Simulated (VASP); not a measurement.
# SnTe (Fm-3m) in VASP: further runs, part 2 of 2

VASP 6.6.1. Earlier steps stand in the parts before.

**3. Single point, PBE**

INCAR

```
SYSTEM = SnTe
ADDGRID  = .False.      
ALGO     = Normal         ! electronic algorithm
EDIFF    = 1E-7           ! SCF threshold, eV
ENCUT    = 520            ! plane-wave cutoff, eV
GGA      = PE             ! functional
ISIF     = 2              ! what is computed and relaxed
ISMEAR   = 0              ! smearing method
LASPH    = .True.         ! aspherical terms in the spheres
LCHARG   = .False.        ! write CHGCAR
LREAL    = .False.        ! projectors in reciprocal space
LWAVE    = .False.        ! write WAVECAR
NELM     = 100            ! most SCF steps
PREC     = Low            ! precision mode
SIGMA    = 0.05           ! smearing width, eV
```

KPOINTS

```
k-points
0
Gamma
  9 9 9
  0 0 0
```

POSCAR

```
SnTe
1.0
    0.0000000000      3.1508500000      3.1508500000
    3.1508500000      0.0000000000      3.1508500000
    3.1508500000      3.1508500000      0.0000000000
Te Sn
1 1
Direct
    0.5000000000      0.5000000000      0.5000000000
    0.0000000000      0.0000000000      0.0000000000
```

Potentials or basis: VASP PAW PBE potentials, release 64 (Te, Sn_d).

Launch:

```sh
$ cat potpaw_PBE.64/Te/POTCAR potpaw_PBE.64/Sn_d/POTCAR > POTCAR
$ mpirun -np 1 vasp_std > vasp.out
```

Wall time 12 s (1 thread of Intel Xeon Platinum 8488C (Sapphire Rapids), shared host); peak memory 0.14 GiB.

These settings aren't checked as converged: the numbers below hold their error.

What came out:

| Item | Value |
| --- | --- |
| Free energy | -7.5458 eV |
| Pressure | 2.3 GPa |

**4. Single point, PBE**

INCAR: that of step 3 with these lines changed.

```diff
@@ -13,3 +13,3 @@
 NELM     = 100            ! most SCF steps
-PREC     = Low            ! precision mode
+PREC     = Normal         ! precision mode
 SIGMA    = 0.05           ! smearing width, eV
```

KPOINTS is that of step 3.

POSCAR is that of step 3.

Potentials or basis: VASP PAW PBE potentials, release 64 (Te, Sn_d).

Launch:

```sh
$ cat potpaw_PBE.64/Te/POTCAR potpaw_PBE.64/Sn_d/POTCAR > POTCAR
$ mpirun -np 1 vasp_std > vasp.out
```

OUTCAR:

```text
SYSTEM = SnTe
   EDIFF = 1E-7
   ENCUT = 520
   GGA = PE
   ISIF = 2
   ISMEAR = 0
   LASPH = .True.
   LREAL = .False.
   NELM = 100
   PREC = Normal

 Found     35 irreducible k-points:

 Following reciprocal coordinates:
            Coordinates               Weight
  0.000000  0.000000  0.000000      1.000000
  0.111111  0.000000  0.000000      8.000000
  0.222222  0.000000  0.000000      8.000000
  0.333333  0.000000  0.000000      8.000000
  0.444444  0.000000  0.000000      8.000000
[... 180 lines left out ...]

  FORCE on cell =-STRESS in cart. coord.  units (eV):
  Direction    XX          YY          ZZ          XY          YZ          ZX
  --------------------------------------------------------------------------------------
  -------------------------------------------------------------------------------------
  Total        0.8870084      0.8870084      0.8870084     -0.0000000     -0.0000000     -0.0000000
  in kB       22.7156480     22.7156480     22.7156480     -0.0000000     -0.0000000     -0.0000000
  external PRESSURE =      22.7156480 kB  Pullay stress =       0.0000000 kB

 VOLUME and BASIS-vectors are now :
 -----------------------------------------------------------------------------
  energy-cutoff  :      520.00
  volume of cell :       62.56
      direct lattice vectors                 reciprocal lattice vectors
     0.000000000  3.150850000  3.150850000    -0.158687338  0.158687338  0.158687338
     3.150850000  0.000000000  3.150850000     0.158687338 -0.158687338  0.158687338
     3.150850000  3.150850000  0.000000000     0.158687338  0.158687338 -0.158687338

 POSITION                                       TOTAL-FORCE (eV/Angst)
 -----------------------------------------------------------------------------------
      3.15085      3.15085      3.15085         0.000000      0.000000      0.000000
      0.00000      0.00000      0.00000        -0.000000     -0.000000     -0.000000
 -----------------------------------------------------------------------------------
    total drift:                               -0.000000      0.000000      0.000000

  FREE ENERGIE OF THE ION-ELECTRON SYSTEM (eV)
  ---------------------------------------------------
  free  energy   TOTEN  =        -7.5444266963 eV

  energy  without entropy=       -7.5444266963  energy(sigma->0) =       -7.54442670
```

OSZICAR:

```text
N       E                     dE             d eps       ncg     rms          rms(c)
DAV:   1     0.121160951326E+03    0.12116E+03   -0.98118E+03   992   0.164E+03
DAV:   2     0.273110511816E+01   -0.11843E+03   -0.11660E+03  1052   0.359E+02
DAV:   3    -0.731148762706E+01   -0.10043E+02   -0.99844E+01  1250   0.976E+01
DAV:   4    -0.758258848743E+01   -0.27110E+00   -0.27099E+00  1170   0.172E+01
DAV:   5    -0.759385006330E+01   -0.11262E-01   -0.11261E-01  1374   0.327E+00    0.467E+00
DAV:   6    -0.754265524016E+01    0.51195E-01   -0.12846E-01  1276   0.278E+00    0.293E+00
DAV:   7    -0.754408353052E+01   -0.14283E-02   -0.52026E-02  1206   0.134E+00    0.784E-01
DAV:   8    -0.754430313383E+01   -0.21960E-03   -0.72658E-03  1148   0.808E-01    0.176E-01
DAV:   9    -0.754441322730E+01   -0.11009E-03   -0.52534E-04  1246   0.265E-01    0.349E-02
DAV:  10    -0.754442185356E+01   -0.86263E-05   -0.73564E-05  1076   0.844E-02    0.156E-02
DAV:  11    -0.754442786900E+01   -0.60154E-05   -0.39626E-05  1088   0.580E-02    0.231E-02
DAV:  12    -0.754442724785E+01    0.62115E-06   -0.31795E-06  1214   0.147E-02    0.120E-02
DAV:  13    -0.754442667521E+01    0.57264E-06   -0.57728E-07  1124   0.603E-03    0.283E-03
DAV:  14    -0.754442669629E+01   -0.21083E-07   -0.47555E-07   980   0.840E-03
   1 F= -.75444267E+01 E0= -.75444267E+01  d E =-.646329E-14
```

Wall time 12 s (1 thread of Intel Xeon Platinum 8488C (Sapphire Rapids), shared host); peak memory 0.17 GiB.

These settings aren't checked as converged: the numbers below hold their error.

Results:

* Free energy: -7.5444 eV
* Pressure: 2.3 GPa

**5. Single point, PBE**

INCAR: that of step 4 with these lines changed.

```diff
@@ -10,6 +10,6 @@
 LCHARG   = .False.        ! write CHGCAR
-LREAL    = .False.        ! projectors in reciprocal space
+LREAL    = Auto         
 LWAVE    = .False.        ! write WAVECAR
 NELM     = 100            ! most SCF steps
-PREC     = Normal         ! precision mode
+PREC     = Accurate       ! precision mode
 SIGMA    = 0.05           ! smearing width, eV
```

KPOINTS is that of step 4.

POSCAR is that of step 4.

Launch:

```sh
$ cat potpaw_PBE.64/Te/POTCAR potpaw_PBE.64/Sn_d/POTCAR > POTCAR
$ mpirun -np 1 vasp_std > vasp.out
```

Run time: 28 s. Hardware: 1 thread of Intel Xeon Platinum 8488C (Sapphire Rapids), shared host; peak memory 0.2 GiB.

These settings aren't checked as converged: the numbers below hold their error.

What came out:

| Property | Result |
| --- | --- |
| Free energy | -7.5463 eV |
| Pressure | 2.2 GPa |

**6. Single point, PBE**

INCAR: that of step 5 with these lines changed.

```diff
@@ -3,3 +3,3 @@
 ALGO     = Normal         ! electronic algorithm
-EDIFF    = 1E-7           ! SCF threshold, eV
+EDIFF    = 1E-5           ! SCF threshold, eV
 ENCUT    = 520            ! plane-wave cutoff, eV
@@ -10,3 +10,3 @@
 LCHARG   = .False.        ! write CHGCAR
-LREAL    = Auto         
+LREAL    = .False.        ! projectors in reciprocal space
 LWAVE    = .False.        ! write WAVECAR
```

KPOINTS is that of step 5.

POSCAR is that of step 5.

Potentials or basis: VASP PAW PBE potentials, release 64 (Te, Sn_d).

Launch:

```sh
$ cat potpaw_PBE.64/Te/POTCAR potpaw_PBE.64/Sn_d/POTCAR > POTCAR
$ mpirun -np 1 vasp_std > vasp.out
```

OUTCAR:

```text
SYSTEM = SnTe
   EDIFF = 1E-5
   ENCUT = 520
   GGA = PE
   ISIF = 2
   ISMEAR = 0
   LASPH = .True.
   LREAL = .False.
   NELM = 100
   PREC = Accurate

 Found     35 irreducible k-points:

 Following reciprocal coordinates:
            Coordinates               Weight
  0.000000  0.000000  0.000000      1.000000
  0.111111  0.000000  0.000000      8.000000
  0.222222  0.000000  0.000000      8.000000
  0.333333  0.000000  0.000000      8.000000
  0.444444  0.000000  0.000000      8.000000
[... 180 lines left out ...]
------------------------ aborting loop because EDIFF is reached ----------------------------------------

  FORCE on cell =-STRESS in cart. coord.  units (eV):
  Direction    XX          YY          ZZ          XY          YZ          ZX
  --------------------------------------------------------------------------------------
  -------------------------------------------------------------------------------------
  Total        0.9297957      0.9297957      0.9297957      0.0000000      0.0000000     -0.0000000
  in kB       23.8114012     23.8114012     23.8114012      0.0000000      0.0000000     -0.0000000
  external PRESSURE =      23.8114012 kB  Pullay stress =       0.0000000 kB

 VOLUME and BASIS-vectors are now :
 -----------------------------------------------------------------------------
  energy-cutoff  :      520.00
  volume of cell :       62.56
      direct lattice vectors                 reciprocal lattice vectors
     0.000000000  3.150850000  3.150850000    -0.158687338  0.158687338  0.158687338
     3.150850000  0.000000000  3.150850000     0.158687338 -0.158687338  0.158687338
     3.150850000  3.150850000  0.000000000     0.158687338  0.158687338 -0.158687338

 POSITION                                       TOTAL-FORCE (eV/Angst)
 -----------------------------------------------------------------------------------
      3.15085      3.15085      3.15085        -0.000000     -0.000000     -0.000000
      0.00000      0.00000      0.00000         0.000000      0.000000      0.000000
 -----------------------------------------------------------------------------------
    total drift:                               -0.000000      0.000000      0.000000

  FREE ENERGIE OF THE ION-ELECTRON SYSTEM (eV)
  ---------------------------------------------------
  free  energy   TOTEN  =        -7.5444152914 eV

  energy  without entropy=       -7.5444152914  energy(sigma->0) =       -7.54441529
```

Wall time 14 s (1 thread of Intel Xeon Platinum 8488C (Sapphire Rapids), shared host); peak memory 0.21 GiB.

The run converged, but some of its settings lie outside the range that counts as converged, so its numbers aren't taken as properties of the crystal.

What came out:

```yaml
Free_energy: -7.5444 eV
Pressure: 2.4 GPa
```

**7. The reference run**

An earlier run on the cell as given: functional PBE; potentials or basis VASP PAW PBE potentials, release 64 (Te, Sn_d); cutoff 520 eV; k mesh 7 × 7 × 7; occupations fermi-dirac, width 0.05 eV; no spin polarisation.

- Pressure: 2.2 GPa
